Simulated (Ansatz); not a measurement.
This script makes an equation of state with a fit of Cu, space group I4/mmm with the Python package of Ansatz (0.2.0).

`cu_eos.py`:
```python
import ansatz as az
import numpy as np
from pymatgen.analysis.eos import EOS

VECTORS = np.array([
    [-1.4428, 1.4428, 1.3761],
    [1.4428, -1.4428, 1.3761],
    [1.4428, 1.4428, -1.3761],
])
SITES = [
    ('Cu', (0.0, 0.0, 0.0)),
]


def make_crystal(cell):
    crystal = az.Crystal(lattice=az.Lattice.of(cell))
    for symbol, position in SITES:
        crystal = crystal.atom(symbol, position)
    return crystal


def main() -> None:
    volumes, energies = [], []
    for scale in np.linspace(0.95, 1.07, 5):
        cell = VECTORS * scale ** (1 / 3)
        job = (
            make_crystal(cell).calculation()
            .mixing('msr1', preconditioner='local_kerker')
            .pseudopotentials('paw')
            .occupations('Fermi-Dirac', width=0.02)
            .functional(exchange='pbe', correlation='pbe')
            .basis(500)
            .kpoints(11, 11, 11)
        )
        rep = job.run().report
        volumes.append(abs(np.linalg.det(cell)) / len(SITES))
        energies.append(rep['free_energy_ev'] / len(SITES))
        print(f'V = {volumes[-1]:8.4f} A^3/atom  F = {energies[-1]:.5f} eV/atom')

    for form in ['pourier_tarantola']:
        fit = EOS(eos_name=form).fit(volumes, energies)
        print(f'{form:18s} V0 {fit.v0:8.4f} A^3/atom  B0 {fit.b0_GPa:7.1f} GPa  B1 {fit.b1:5.2f}')


if __name__ == '__main__':
    main()
```

Its results, one of them left out:

| V (Å³/atom) | F less the lowest row shown (meV/atom) |
| --- | --- |
| 10.885 | 55.89 |
| 11.229 | ? |
| 11.573 | 7.33 |
| 11.917 | 0.00 |
| 12.260 | 1.56 |

What is the missing energy at 11.229 Å³ an atom?

A third-order Birch-Murnaghan fit, E = E0 + (9 V0 B0 / 16) [(t - 1)³ B' + (t - 1)² (6 - 4t)] with t = (V0/V)^(2/3), through the 4 rows shown gives V0 = 12.021 Å³, B0 = 137.0 GPa, B' = 5.20 and E0 = -0.39 meV. At V = 11.229 Å³, t = 1.04647, and the fit interpolates to 25.27 meV. The run gave 25.29 meV, a miss of 0.02 meV.

What to keep in mind:
- These settings explore the input space; cutoff and mesh may be short of convergence.
- Shape and fractional positions are held along the curve, so the bulk modulus is an upper value where they are free to relax.
- For a metal this k-point mesh is coarse: on a finer one energies can move by several to tens of meV an atom and pressures by half a GPa or more, differences at one mesh by less.
- This isn't the structure that Cu takes at ambient conditions.
